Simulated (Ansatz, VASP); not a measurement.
This is a calculation of NaCl for VASP 6.6.1.

The input INCAR:

```
ALGO = Normal
EDIFF = 1E-6
ENCUT = 520
GGA = PE
ISIF = 2
ISMEAR = -1
LASPH = True
LCHARG = False
LREAL = False
LWAVE = False
NBANDS = 14
NELM = 80
PREC = Accurate
SIGMA = 0.05
```

The input KPOINTS:

```
k-points
0
Gamma
  8 8 8
```

File POSCAR:

```
NaCl
1.0
    0.0000000000      2.7370255149      2.7370255149
    2.7370255149      0.0000000000      2.7370255149
    2.7370255149      2.7370255149      0.0000000000
Cl Na
1 1
Direct
    0.5000000000      0.5000000000      0.5000000000
    0.0000000000      0.0000000000      0.0000000000
```

Potentials or basis: VASP PAW PBE potentials, release 64 (Cl, Na_pv).

Run with:

```bash
$ cat potpaw_PBE.64/Cl/POTCAR potpaw_PBE.64/Na_pv/POTCAR > POTCAR
$ mpirun -np 1 vasp_std > vasp.out
```

Task: Translate it to Ansatz 0.2.0. Potentials there: all-electron LAPW, scalar-relativistic.

Result: As run (the cutoff follows the program's own potentials):

input.yaml

```yaml
crystal:
  lattice:
    - [0.0, 2.7370255149, 2.7370255149]
    - [2.7370255149, 0.0, 2.7370255149]
    - [2.7370255149, 2.7370255149, 0.0]
  atoms:
    - { symbol: Cl, position: [0.5, 0.5, 0.5] }
    - { symbol: Na, position: [0.0, 0.0, 0.0] }
kpoints:
  mp_grid: { grid: [8, 8, 8] }
scf:
  occupations: { method: fermi_dirac, width: 0.05 }
hamiltonian:
  xc: pbe
  pseudopotentials: { kind: all_electron, lapw: { basis_error: 0.0005 } }
output:
  forces: true
  stress: true
  eigenvalues: true
```

Potentials or basis: all-electron LAPW, scalar-relativistic.

The run is started by

```sh
$ ansatz run input.yaml --threads 1 --pin off --max-ram 3072MiB --backend cpu --events-out ev --progress --plain --runs-dir out
```

Both were run:

|  | VASP | Ansatz | Ansatz less VASP |
| --- | --- | --- | --- |
| gap on the k mesh at the Fermi level (eV) | 5.48 | 5.48 | +0.001 |
| least direct gap on the mesh (eV) | 5.48 | 5.48 | +0.001 |
| pressure (GPa) | 3.7 | 3.7 | +0.03 |

Ansatz ran all-electron here, so the differences hold the error of VASP's frozen core and of both bases.
